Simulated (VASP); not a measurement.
# PbSe (Pm-3m) in VASP: notebook

One crystal, PbSe, is run at these levels: PBEsol; tasks: single point.

Everything below comes from runs of VASP 6.6.1. Logs are shortened: lines on timing, memory, paths and dates and some standing lists are left out, and cuts for length are marked.

### 1 Starting point

Symmetry: Pm-3m, No. 221, cubic system. The conventional cell has a = 3.784 Å, b = 3.784 Å, c = 3.784 Å, α = 90.00°, β = 90.00°, γ = 90.00°. Pb (site symmetry m-3m) is surrounded by 8 Se at 3.28 Å. Se (site symmetry m-3m) is surrounded by 8 Pb at 3.28 Å.

Measurements of this composition are mostly on another form, of space group No. 225.

### 2 Single point, PBEsol

Input file INCAR:

```
SYSTEM = PbSe
  ADDGRID = .False.
  ALGO = Normal
  EDIFF = 1E-4
  ENCUT = 460
  GGA = PS
  ISIF = 2
  ISMEAR = 0
  LASPH = .True.
  LCHARG = .False.
  LREAL = Auto
  LWAVE = .False.
  NELM = 100
  PREC = Normal
  SIGMA = 0.05
```

Input file KPOINTS:

```
k-points
0
Gamma
  5 5 5
  0 0 0
```

Input file POSCAR:

```
PbSe
1.0
    3.7843220000      0.0000000000      0.0000000000
    0.0000000000      3.7843220000      0.0000000000
    0.0000000000      0.0000000000      3.7843220000
Pb Se
1 1
Direct
    0.0499830000      0.0304240000      0.0268320000
    0.4857650000      0.4915870000      0.4882140000
```

Potentials or basis: VASP PAW PBE potentials, release 64 (Pb_d, Se).

The run is started by

```console
cat potpaw_PBE.64/Pb_d/POTCAR potpaw_PBE.64/Se/POTCAR > POTCAR
mpirun -np 1 vasp_std > vasp.out
```

OUTCAR:

```text
SYSTEM = PbSe
   EDIFF = 1E-4
   ENCUT = 460
   GGA = PS
   ISIF = 2
   ISMEAR = 0
   LASPH = .True.
   LREAL = Auto
   NELM = 100
   PREC = Normal

 Found     63 irreducible k-points:

 Following reciprocal coordinates:
            Coordinates               Weight
  0.000000  0.000000  0.000000      1.000000
  0.200000  0.000000  0.000000      2.000000
  0.000000  0.200000  0.000000      2.000000
  0.000000  0.000000  0.200000      2.000000
  0.400000  0.000000  0.000000      2.000000
  0.000000  0.400000  0.000000      2.000000
   k-points           NKPTS =     63   k-points in BZ     NKDIM =     63   number of bands    NBANDS=     14
   number of dos      NEDOS =    301   number of ions     NIONS =      2
   total plane-waves  NPLWV =   8000
   dimension x,y,z NGX =    20 NGY =   20 NGZ =   20
   dimension x,y,z NGXF=    40 NGYF=   40 NGZF=   40
   ions per type =               1   1
   NGX,Y,Z   is equivalent  to a cutoff of   8.79,  8.79,  8.79 a.u.
   NGXF,Y,Z  is equivalent  to a cutoff of  17.57, 17.57, 17.57 a.u.
 SYSTEM =  PbSe
   PREC   = normal    normal or accurate (medium, high low for compatibility)
   ISTART =      0    job   : 0-new  1-cont  2-samecut
   ICHARG =      2    charge: 1-file 2-atom 10-const
   ISPIN  =      1    spin polarized calculation?
   LNONCOLLINEAR =      F non collinear calculations
   LSORBIT =      F    spin-orbit coupling
   LASPH  =      T    aspherical Exc in radial PAW
   ENCUT  =  460.0 eV  33.81 Ry    5.81 a.u.   6.62  6.62  6.62*2*pi/ulx,y,z
   NELM   =    100;   NELMIN=  2; NELMDL= -5     # of ELM steps
   EDIFF  = 0.1E-03   stopping-criterion for ELM
   LREAL  =      T    real-space projection
   EDIFFG = 0.1E-02   stopping-criterion for IOM
   NSW    =      0    number of steps for IOM
   IBRION =     -1    ionic relax: 0-MD 1-quasi-New 2-CG
   NFREE  =      0    steps in history (QN), initial steepest desc. (CG)
   ISIF   =      2    stress and relaxation
   ISYM   =      2    0-nonsym 1-usesym 2-fastsym
   POTIM  = 0.5000    time-step for ionic-motion
   TEBEG  =    0.0;   TEEND  =   0.0 temperature during run
   PSTRESS=    0.0 pullay stress
   NELECT =      20.0000    total number of electrons
   NUPDOWN=      -1.0000    fix difference up-down
   EMIN   =  10.00;   EMAX   =-10.00  energy-range for DOS
   EFERMI =   0.00;   METHOD = LEGACY
   ISMEAR =     0;   SIGMA  =   0.05  broadening in eV -4-tet -1-fermi 0-gaus
   EFERMI_NEDOS =   21; number of points for ismear=-14 and -15
   IALGO  =     38    algorithm
   IMIX   =      4    mixing-type and parameters
     AMIX     =   0.40;   BMIX     =  1.00
     AMIX_MAG =   1.60;   BMIX_MAG =  1.00
  volume/ion in A,a.u.               =      27.10       182.87
  Fermi-wavevector in a.u.,A,eV,Ry     =   1.174258  2.219025 18.760817  1.378881
  Thomas-Fermi vector in A             =   2.310658
   LORBIT       =      0    0 simple, 1 ext, 2 COOP (PROOUT), +10 PAW based schemes
   GGA     = PS    functional components
   LHFCALC =     F    Hartree Fock is set to
   AEXX    =    0.0000 exact exchange contribution
   IVDW    =     0    specifies the selected vdW correction
   LEPSILON=     F    determine dielectric tensor
   LRPA    =     F    only Hartree local field effects (RPA)
 non-spin polarized calculation
 Gauss-broadening in eV      SIGMA  =   0.05
  energy-cutoff  :      460.00
  volume of cell :       54.20
 maximum number of plane-waves:      1233
   NGX = 13   NGY = 13   NGZ = 13

 number of electron      20.0000044 magnetization

 Free energy of the ion-electron system (eV)
  ---------------------------------------------------
  ext. energy  EPLUGINS =         0.00000000
  ---------------------------------------------------
  free energy    TOTEN  =        -8.49754341 eV

  energy without entropy =       -8.49752075  energy(sigma->0) =       -8.49753208

 E-fermi :   5.2445     XC(G=0): -10.0904

 val. band max:        5.1383592221   @ k =  -0.2000   0.2000   0.2000
 cond. band min:       5.3455685204   @ k =  -0.4000   0.4000   0.4000
 fundamental gap:      0.2072092983
 Fermi energy:         5.2445126745

 k-point     1 :       0.0000    0.0000    0.0000
  band No.  band energies     occupation
      1     -11.6504      2.00000
      2     -11.6418      2.00000
      3     -11.4998      2.00000
      4     -11.4997      2.00000
      5     -11.4887      2.00000
      6      -8.0912      2.00000
      7      -1.8031      2.00000
      8       3.6264      2.00000
      9       3.7007      2.00000
     10       3.7987      2.00000
     11       9.4272      0.00000
     12       9.7632      0.00000
     13      11.4507      0.00000
     14      11.7770      0.00000

 k-point     2 :       0.2000    0.0000    0.0000
  band No.  band energies     occupation
      1     -11.6394      2.00000
      2     -11.6104      2.00000
      3     -11.5145      2.00000
      4     -11.5137      2.00000
      5     -11.4892      2.00000
      6      -7.8103      2.00000
      7      -2.3600      2.00000
      8       3.5946      2.00000
      9       3.9863      2.00000
     10       4.0121      2.00000
     11       8.6747      0.00000
     12       9.7884      0.00000
     13      10.5117      0.00000
     14      11.1945      0.00000

 k-point     3 :       0.0000    0.2000    0.0000
  band No.  band energies     occupation
      1     -11.6460      2.00000
      2     -11.6032      2.00000
      3     -11.5151      2.00000
      4     -11.5082      2.00000
      5     -11.4953      2.00000
      6      -7.8003      2.00000
      7      -2.3968      2.00000
      8       3.5461      2.00000
      9       4.0018      2.00000
     10       4.1080      2.00000
     11       8.8124      0.00000
     12       9.5312      0.00000
     13      10.4722      0.00000
     14      11.4253      0.00000

 k-point     4 :       0.0000    0.0000    0.2000
  band No.  band energies     occupation
      1     -11.6461      2.00000
      2     -11.6032      2.00000
      3     -11.5151      2.00000
      4     -11.5082      2.00000
      5     -11.4953      2.00000
      6      -7.8003      2.00000
      7      -2.3970      2.00000
      8       3.5458      2.00000
      9       4.0024      2.00000
     10       4.1081      2.00000
     11       8.8134      0.00000
     12       9.5295      0.00000
     13      10.4722      0.00000
     14      11.4264      0.00000

 k-point     5 :       0.4000    0.0000    0.0000
  band No.  band energies     occupation
      1     -11.6357      2.00000
      2     -11.5516      2.00000
      3     -11.5379      2.00000
      4     -11.5330      2.00000
      5     -11.4873      2.00000
      6      -7.2007      2.00000
      7      -3.4489      2.00000
      8       4.1378      2.00000
      9       4.6711      2.00000
     10       4.6732      2.00000
     11       6.2776      0.00000
     12       8.9714      0.00000
     13       9.0586      0.00000
     14      11.3781      0.00000

 k-point     6 :       0.0000    0.4000    0.0000
  band No.  band energies     occupation
      1     -11.6418      2.00000
      2     -11.5466      2.00000
      3     -11.5358      2.00000
      4     -11.5299      2.00000
      5     -11.4931      2.00000
      6      -7.1586      2.00000
      7      -3.5488      2.00000
      8       4.1508      2.00000
      9       4.7179      2.00000
     10       4.7711      2.00000
     11       6.3247      0.00000
     12       8.8671      0.00000
     13       8.9982      0.00000
     14      11.4377      0.00000

 [... further k-points ...]

------------------------ aborting loop because EDIFF is reached ----------------------------------------

  FORCE on cell =-STRESS in cart. coord.  units (eV):
  Direction    XX          YY          ZZ          XY          YZ          ZX
  --------------------------------------------------------------------------------------
  -------------------------------------------------------------------------------------
  Total       -0.3391348     -0.5374962     -0.5411388      0.1570692      0.1138415      0.1574979
  in kB      -10.0257926    -15.8899201    -15.9976059      4.6434147      3.3654798      4.6560858
  external PRESSURE =     -13.9711062 kB  Pullay stress =       0.0000000 kB

 VOLUME and BASIS-vectors are now :
 -----------------------------------------------------------------------------
  energy-cutoff  :      460.00
  volume of cell :       54.20
      direct lattice vectors                 reciprocal lattice vectors
     3.784322000  0.000000000  0.000000000     0.264248127  0.000000000  0.000000000
     0.000000000  3.784322000  0.000000000     0.000000000  0.264248127  0.000000000
     0.000000000  0.000000000  3.784322000     0.000000000  0.000000000  0.264248127

 POSITION                                       TOTAL-FORCE (eV/Angst)
 -----------------------------------------------------------------------------------
      0.18915      0.11513      0.10154         0.146012      0.097452      0.097620
      1.83829      1.86032      1.84756        -0.146012     -0.097452     -0.097620
 -----------------------------------------------------------------------------------
    total drift:                                0.000294     -0.008625     -0.001119

  FREE ENERGIE OF THE ION-ELECTRON SYSTEM (eV)
  ---------------------------------------------------
  free  energy   TOTEN  =        -8.4975434091 eV

  energy  without entropy=       -8.4975207485  energy(sigma->0) =       -8.49753208
```

Wall time 18 s (1 thread of Intel Xeon Platinum 8488C (Sapphire Rapids), shared host); peak memory 0.14 GiB.

These settings aren't checked as converged: the numbers below hold their error.

What came out:

| Item | Value |
| --- | --- |
| Free energy | -8.4975 eV |
| Pressure | -1.4 GPa |
| Largest force | 0.201 eV/Å |
| Band gap on the k mesh | 0.21 eV, indirect (least direct gap 1.55 eV) |

Caveat: the PAW data sets were made with another functional, which shifts forces and pressure a little; spin-orbit coupling is left out, which as a rule narrows the gap of such compounds by several tenths of an eV; an odd mesh through Γ misses points on the zone boundary, where band edges often lie.

### 3 Single point, PBEsol

Input file INCAR:

```
SYSTEM = PbSe
  ADDGRID = .False.
  ALGO = Normal
  EDIFF = 1E-6
  ENCUT = 340
  GGA = PS
  ISIF = 2
  ISMEAR = 0
  LASPH = .True.
  LCHARG = .False.
  LREAL = .False.
  LWAVE = .False.
  NELM = 100
  PREC = Accurate
  SIGMA = 0.05
```

Input file KPOINTS:

```
k-points
0
Gamma
  6 6 6
  0 0 0
```

Input file POSCAR:

```
PbSe
1.0
    3.7843220000      0.0000000000      0.0000000000
    0.0000000000      3.7843220000      0.0000000000
    0.0000000000      0.0000000000      3.7843220000
Pb Se
1 1
Direct
    0.0000000000      0.0000000000      0.0000000000
    0.5000000000      0.5000000000      0.5000000000
```

Potentials or basis: VASP PAW PBE potentials, release 64 (Pb_d, Se).

The run is started by

```console
cat potpaw_PBE.64/Pb_d/POTCAR potpaw_PBE.64/Se/POTCAR > POTCAR
mpirun -np 1 vasp_std > vasp.out
```

Run time: 11 s. Hardware: 1 thread of Intel Xeon Platinum 8488C (Sapphire Rapids), shared host; peak memory 0.13 GiB.

The run converged, but some of its settings lie outside the range that counts as converged, so its numbers aren't taken as properties of the crystal.

Results:

| Property | Result |
| --- | --- |
| Free energy | -8.4624 eV |
| Pressure | -3.6 GPa |
| Band gap on the k mesh | none (metal or under the smearing width) |

Caveat: the PAW data sets were made with another functional, which shifts forces and pressure a little.

### 4 Single point, PBEsol

INCAR is that of step 3.

KPOINTS is that of step 3.

Input file POSCAR:

```
PbSe
1.0
    3.7843220000      0.0000000000      0.0000000000
    0.0000000000      3.7843220000      0.0000000000
    0.0000000000      0.0000000000      3.7843220000
Pb Se
1 1
Direct
    0.0499830000      0.0304240000      0.0268320000
    0.4857650000      0.4915870000      0.4882140000
```

The run is started by

```console
cat potpaw_PBE.64/Pb_d/POTCAR potpaw_PBE.64/Se/POTCAR > POTCAR
mpirun -np 1 vasp_std > vasp.out
```

Wall time 18 s (1 thread of Intel Xeon Platinum 8488C (Sapphire Rapids), shared host); peak memory 0.17 GiB.

The run converged, but some of its settings lie outside the range that counts as converged, so its numbers aren't taken as properties of the crystal.

Results:

```
Free energy            : -8.5031 eV
Pressure               : -2.2 GPa
Largest force          : 0.165 eV/Å
Band gap on the k mesh : none (metal or under the smearing width)
```

Caveat: the PAW data sets were made with another functional, which shifts forces and pressure a little.

### 5 For comparison

An earlier run on the cell as given: functional PBE; potentials or basis VASP PAW PBE potentials, release 64 (Pb_d, Se); cutoff 520 eV; k mesh 7 × 7 × 7; occupations fermi-dirac, width 0.05 eV; no spin polarisation.

- Pressure: -0.2 GPa
- Band gap on the k mesh: none (metal or under the smearing width)
